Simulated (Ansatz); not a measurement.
**Molecular dynamics of Li**

Input file:

```yaml
accuracy: low
crystal:
  lattice:
    - [7.205315, 0.0, 0.0]
    - [0.0, 7.205315, 0.0]
    - [0.0, 0.0, 7.205315]
  atoms:
    - { symbol: Li, position: [-0.08469553, -0.07876748, 0.37510944] }
    - { symbol: Li, position: [0.50523185, 0.27672817, -0.17638999] }
    - { symbol: Li, position: [-0.23711765, 0.5496674, -0.31746816] }
    - { symbol: Li, position: [-0.03855614, -0.19611745, 0.75916896] }
    - { symbol: Li, position: [0.40779013, 0.20936015, 0.27118421] }
    - { symbol: Li, position: [0.13649988, 0.51210826, 0.10881047] }
    - { symbol: Li, position: [0.6619029, -0.06565009, 0.63147784] }
    - { symbol: Li, position: [0.77421893, 0.20876451, 0.23255123] }
    - { symbol: Li, position: [0.2106049, 0.56330479, 0.48298361] }
    - { symbol: Li, position: [0.51952731, 0.87822902, 0.10934348] }
    - { symbol: Li, position: [0.05841538, 0.05064227, 0.92028447] }
    - { symbol: Li, position: [0.36744137, 0.61390564, 0.85134224] }
    - { symbol: Li, position: [0.73123696, 0.55166018, 0.06800647] }
    - { symbol: Li, position: [1.08346552, 0.35303523, 0.65069516] }
    - { symbol: Li, position: [0.28393839, 0.9256163, 0.61354706] }
    - { symbol: Li, position: [0.62009579, 0.6475131, 0.41935352] }
basis:
  ecutwfc: 420.0
kpoints:
  mp_grid: { grid: [2, 2, 2] }
hamiltonian:
  xc: pbe
scf:
  occupations: { method: fermi_dirac, width: 0.11 }
  lower_state_search: "off"
md:
  timestep: 1
  n_steps: 300
  ensemble: nvt_nose_hoover
  temperature: 780.0
  initial_velocities: maxwell_boltzmann
  seed: 936007
  nose_hoover: { tau: 100.0, chain_length: 1 }
```

Run as:

```bash
$ ansatz run input.yaml --threads 1 --pin off --max-ram 3072MiB --backend cpu --events-out ev --progress --plain --runs-dir out
```

It goes on from the last frame of an earlier run, with new velocities.

Output, in part (step lines):

```
md step     0: t =     0.00 fs  T =   780.0 K  F+E_penalty+E_count = -3271.24107461 eV  E_kin = 1.512342 eV  conserved = -3269.72873262 eV  (7 SCF iters)
md step     1: t =     1.00 fs  T =   778.6 K  F+E_penalty+E_count = -3271.23832337 eV  E_kin = 1.509591 eV  conserved = -3269.72873263 eV  (6 SCF iters)
md step     2: t =     2.00 fs  T =   780.4 K  F+E_penalty+E_count = -3271.24190636 eV  E_kin = 1.513166 eV  conserved = -3269.72874091 eV  (6 SCF iters)
md step     3: t =     3.00 fs  T =   785.5 K  F+E_penalty+E_count = -3271.25169211 eV  E_kin = 1.522935 eV  conserved = -3269.72875772 eV  (6 SCF iters)
md step     4: t =     4.00 fs  T =   793.6 K  F+E_penalty+E_count = -3271.26740773 eV  E_kin = 1.538624 eV  conserved = -3269.72878271 eV  (6 SCF iters)
md step     5: t =     5.00 fs  T =   804.5 K  F+E_penalty+E_count = -3271.28864499 eV  E_kin = 1.559820 eV  conserved = -3269.72881545 eV  (3 SCF iters)
md step     6: t =     6.00 fs  T =   818.0 K  F+E_penalty+E_count = -3271.31487008 eV  E_kin = 1.585988 eV  conserved = -3269.72885533 eV  (3 SCF iters)
md step     7: t =     7.00 fs  T =   833.7 K  F+E_penalty+E_count = -3271.34543634 eV  E_kin = 1.616474 eV  conserved = -3269.72890120 eV  (2 SCF iters)
[... lines left out ...]
md step   298: t =   298.00 fs  T =   713.2 K  F+E_penalty+E_count = -3273.56125114 eV  E_kin = 1.382744 eV  conserved = -3269.72978729 eV  (2 SCF iters)
md step   299: t =   299.00 fs  T =   715.0 K  F+E_penalty+E_count = -3273.57248254 eV  E_kin = 1.386288 eV  conserved = -3269.72980785 eV  (2 SCF iters)
md step   300: t =   300.00 fs  T =   716.3 K  F+E_penalty+E_count = -3273.58268179 eV  E_kin = 1.388810 eV  conserved = -3269.72982482 eV  (6 SCF iters)
```

The steps, from the saved trajectory:

```json
{"time (fs)": "0.0", "T (K)": "780", "potential energy less start (eV)": "0.000", "conserved less start (meV/atom)": "0.00"}
{"time (fs)": "10.0", "T (K)": "890", "potential energy less start (eV)": "-0.214", "conserved less start (meV/atom)": "-0.02"}
{"time (fs)": "20.0", "T (K)": "1046", "potential energy less start (eV)": "-0.522", "conserved less start (meV/atom)": "-0.04"}
{"time (fs)": "30.0", "T (K)": "1018", "potential energy less start (eV)": "-0.487", "conserved less start (meV/atom)": "-0.02"}
{"time (fs)": "40.0", "T (K)": "1009", "potential energy less start (eV)": "-0.500", "conserved less start (meV/atom)": "-0.02"}
{"time (fs)": "50.0", "T (K)": "1038", "potential energy less start (eV)": "-0.601", "conserved less start (meV/atom)": "-0.03"}
{"time (fs)": "60.0", "T (K)": "1065", "potential energy less start (eV)": "-0.709", "conserved less start (meV/atom)": "-0.02"}
{"time (fs)": "70.0", "T (K)": "1126", "potential energy less start (eV)": "-0.904", "conserved less start (meV/atom)": "-0.04"}
{"time (fs)": "80.0", "T (K)": "1038", "potential energy less start (eV)": "-0.827", "conserved less start (meV/atom)": "-0.03"}
{"time (fs)": "90.0", "T (K)": "963", "potential energy less start (eV)": "-0.779", "conserved less start (meV/atom)": "-0.02"}
{"time (fs)": "100.0", "T (K)": "999", "potential energy less start (eV)": "-0.954", "conserved less start (meV/atom)": "-0.03"}
{"time (fs)": "110.0", "T (K)": "1019", "potential energy less start (eV)": "-1.113", "conserved less start (meV/atom)": "-0.05"}
{"time (fs)": "120.0", "T (K)": "887", "potential energy less start (eV)": "-0.984", "conserved less start (meV/atom)": "-0.04"}
{"time (fs)": "130.0", "T (K)": "714", "potential energy less start (eV)": "-0.754", "conserved less start (meV/atom)": "-0.02"}
{"time (fs)": "140.0", "T (K)": "730", "potential energy less start (eV)": "-0.879", "conserved less start (meV/atom)": "-0.03"}
{"time (fs)": "150.0", "T (K)": "882", "potential energy less start (eV)": "-1.281", "conserved less start (meV/atom)": "-0.05"}
{"time (fs)": "160.0", "T (K)": "909", "potential energy less start (eV)": "-1.457", "conserved less start (meV/atom)": "-0.07"}
{"time (fs)": "170.0", "T (K)": "748", "potential energy less start (eV)": "-1.262", "conserved less start (meV/atom)": "-0.03"}
{"time (fs)": "180.0", "T (K)": "740", "potential energy less start (eV)": "-1.347", "conserved less start (meV/atom)": "-0.05"}
{"time (fs)": "190.0", "T (K)": "784", "potential energy less start (eV)": "-1.540", "conserved less start (meV/atom)": "-0.06"}
{"time (fs)": "200.0", "T (K)": "696", "potential energy less start (eV)": "-1.471", "conserved less start (meV/atom)": "-0.05"}
{"time (fs)": "210.0", "T (K)": "611", "potential energy less start (eV)": "-1.395", "conserved less start (meV/atom)": "-0.05"}
{"time (fs)": "220.0", "T (K)": "611", "potential energy less start (eV)": "-1.469", "conserved less start (meV/atom)": "-0.05"}
{"time (fs)": "230.0", "T (K)": "674", "potential energy less start (eV)": "-1.668", "conserved less start (meV/atom)": "-0.05"}
{"time (fs)": "240.0", "T (K)": "746", "potential energy less start (eV)": "-1.887", "conserved less start (meV/atom)": "-0.06"}
{"time (fs)": "250.0", "T (K)": "784", "potential energy less start (eV)": "-2.045", "conserved less start (meV/atom)": "-0.06"}
{"time (fs)": "260.0", "T (K)": "810", "potential energy less start (eV)": "-2.185", "conserved less start (meV/atom)": "-0.06"}
{"time (fs)": "270.0", "T (K)": "817", "potential energy less start (eV)": "-2.289", "conserved less start (meV/atom)": "-0.07"}
{"time (fs)": "280.0", "T (K)": "751", "potential energy less start (eV)": "-2.252", "conserved less start (meV/atom)": "-0.06"}
{"time (fs)": "290.0", "T (K)": "699", "potential energy less start (eV)": "-2.232", "conserved less start (meV/atom)": "-0.05"}
{"time (fs)": "300.0", "T (K)": "716", "potential energy less start (eV)": "-2.342", "conserved less start (meV/atom)": "-0.07"}
```

All steps were run. The conserved energy stayed within 0.069 meV per atom of its start (net change -0.068 meV per atom), so the integration is sound. A run of 0.3 ps of so small a system gives no equilibrium averages. Limits of this set-up: coarse k mesh, low accuracy level.

Mean squared displacements from the first frame to the last, about the centre of mass: Li 1.39 Å².

Last frame:

```xyz
16
Lattice="7.2053 0.0000 0.0000 0.0000 7.2053 0.0000 0.0000 0.0000 7.2053" Properties=species:S:1:pos:R:3
Li -0.553 -1.934 1.976
Li 3.238 1.757 -1.048
Li -2.194 3.378 -2.886
Li -0.309 -2.204 5.748
Li 3.025 2.134 2.164
Li 1.264 3.722 0.191
Li 4.981 -0.245 3.916
Li 6.826 1.783 2.447
Li 1.588 3.932 3.885
Li 4.726 7.005 0.791
Li 1.232 -0.231 7.478
Li 3.382 5.556 6.049
Li 4.754 4.004 0.192
Li 6.837 1.799 6.327
Li 1.477 7.366 3.658
Li 2.956 5.409 2.344
```

Run time: 12 min on 1 thread of AMD EPYC 7B13 (Zen 3) (shared host), peak memory 0.6 GiB.
